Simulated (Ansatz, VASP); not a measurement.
## Two plane-wave programs on Fe

The input INCAR:

```
SYSTEM = Fe
ALGO     = Normal         ! electronic algorithm
EDIFF    = 1E-6           ! SCF threshold, eV
ENCUT    = 520            ! plane-wave cutoff, eV
GGA      = RE             ! functional
ISIF     = 2              ! what is computed and relaxed
ISMEAR   = -1             ! smearing method
LASPH    = .TRUE.         ! aspherical terms in the spheres
LCHARG   = .FALSE.        ! write CHGCAR
LREAL    = .FALSE.        ! projectors in reciprocal space
LWAVE    = .FALSE.        ! write WAVECAR
NBANDS   = 10             ! bands
NELM     = 100            ! most SCF steps
PREC     = Accurate       ! precision mode
SIGMA    = 0.1            ! smearing width, eV
```

KPOINTS

```
k-points
0
G
  15 15 15
  0 0 0
```

Contents of POSCAR:

```
Fe
1.0
    2.3705948671      0.0000000000      0.0000000000
    0.0000000000      2.3705948671      0.0000000000
    0.0000000000      0.0000000000      2.3705948671
Fe
1
Direct
    0.0000000000      0.0000000000      0.0000000000
```

Input for Ansatz:

```yaml
crystal:
  lattice:
    - [2.3705948671, 0.0, 0.0]
    - [0.0, 2.3705948671, 0.0]
    - [0.0, 0.0, 2.3705948671]
  atoms:
    - { symbol: Fe, position: [0.0, 0.0, 0.0] }
hamiltonian:
  xc: revpbe
  pseudopotentials:
    kind: paw
    azcp:
      Fe: "pseudopotentials/Fe.paw.azcp"
basis:
  ecutwfc: 420
  fft_grid_basis: typed
kpoints:
  mp_grid: { grid: [15, 15, 15], shift: [0, 0, 0] }
magnetization:
  spin_polarized: false
scf:
  occupations: { method: fermi_dirac, width: 0.1 }
  lower_state_search: "off"
output:
  stress: true
```

Alike in both runs: task single point; functional revPBE; k mesh 15 × 15 × 15; occupations fermi-dirac, width 0.1 eV; no spin polarisation.

|  | VASP | Ansatz |
| --- | --- | --- |
| version | VASP 6.6.1 | Ansatz 0.2.0 |
| potentials or method | VASP PAW PBE potentials, release 64 (Fe) | plane waves (420 eV) with PAW, scalar-relativistic |
| plane-wave cutoff (eV) | 520 | 420 |
| valence electrons in the cell | 8 | 16 |

|  | VASP | Ansatz | Ansatz less VASP |
| --- | --- | --- | --- |
| pressure (GPa) | -17.3 | -17.0 | +0.36 |

The two sets of potentials don't hold the same shells in valence.

Caveats: so large a pressure means that the cell lies far from this level's equilibrium, or that cutoff or potentials fall short (VASP); the potentials were made for another functional, which shifts forces and pressure (VASP); the run has no spin polarisation, though such a crystal can be magnetic. Spin polarisation is off, so any magnetic state and its effect on volume and gap are missing.
